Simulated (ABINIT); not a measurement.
Runs of ABINIT 10.8.3 (patched build) on K. The structure is cubic, space group Im-3m (No. 229). Conventional cell: a = 5.395 Å, b = 5.395 Å, c = 5.395 Å, α = 90.00°, β = 90.00°, γ = 90.00°. 

```tsv
task	level	potentials or basis	cell	k mesh	cutoff (eV)	smearing	bands in the sums	broadening (eV)	scissor shift (eV)	tensor components	cell freedom (optcell)	gap on the mesh (eV)	pressure (GPa)	relaxed volume (Å³/atom)
optical spectrum	PBEsol	PseudoDojo NC SR PBEsol v0.4.1 standard	as given	10 × 10 × 10, with 2 shifts	898	fermi-dirac 0.2 eV	10	0.05	0	[11]	-	-	-0.3	-
relaxation of cell and atoms	PBE	JTH PAW PBE v2.0	relaxed	5 × 5 × 5	435	fermi-dirac 0.05 eV	-	-	-	-	2	none	0.0	(a)
phonon dispersion	PBEsol	PseudoDojo NC SR PBEsol v0.4.1 standard	as given	6 × 6 × 6	898	fermi-dirac 0.1 eV	-	-	-	-	-	none	-0.3	-
single point	PBEsol	PseudoDojo NC SR PBEsol v0.4.1 standard	as given	5 × 5 × 5	898	fermi-dirac 0.05 eV	-	-	-	-	-	none	-0.3	-
optical spectrum	PBE	Ansatz NC PBE	as given	10 × 10 × 10, with 2 shifts	626	fermi-dirac 0.136 eV	10	0.15	0	[11]	-	-	-0.2	-
relaxation of cell and atoms	LDA	JTH PAW LDA v2.0	relaxed	5 × 5 × 5	435	fermi-dirac 0.05 eV	-	-	-	-	2	none	0.0	64.01
positron lifetime	PBEsol	JTH PAW PBE v2.0	as given	5 × 5 × 5	327	fermi-dirac 0.2 eV	-	-	-	-	-	none	-0.3	-
single point	PBE	Ansatz NC PBE	as given	5 × 5 × 5	626	fermi-dirac 0.05 eV	-	-	-	-	-	none	-0.2	-
```

Alike in all rows: no spin polarisation.

Task: Estimate the missing entries.

Result: (a) 73.65.

Caveats: the intraband (Drude) term is left out (some runs); spectra need much finer meshes, so this one isn't converged (some runs); the mesh is coarse for a metal's response (some runs); the volume moved by over 15 % at a fixed basis, so the end points are rough (some runs); the PAW basis is incomplete for the positron (some runs); the PAW data sets were made with another functional, which shifts forces and pressure a little (some runs).

A k mesh can miss the band edges.

A gap of «none» marks a metal or a gap under the smearing width.

Not every run made on this cell is shown here.
